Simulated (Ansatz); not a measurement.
System: Cs (fcc type), 1 atom in the cell.

```
CELL_PARAMETERS angstrom
0.00000 3.88200 3.88200
3.88200 0.00000 3.88200
3.88200 3.88200 0.00000
ATOMIC_POSITIONS crystal
Cs 0.00000 0.00000 0.00000
```

Code and potentials: Ansatz PAW hard set, 700 eV. Settings of the plain PBE run: k-mesh 4×4×4 Γ-centred; Fermi–Dirac smearing of 0.15 eV; no spin polarisation; no spin–orbit coupling.

Plain PBE gives:

```
Pressure : 0.03 GPa
```

**Question.** What changes under PBE with spin–orbit coupling?

**Answer.** The pressure hardly changes and reads 0.02 GPa.

This cubic structure is a model: it isn't the usual form of the substance at ambient conditions, and such phases are metastable or hypothetical. The k-mesh is modest, so these values aren't fully converged in k.
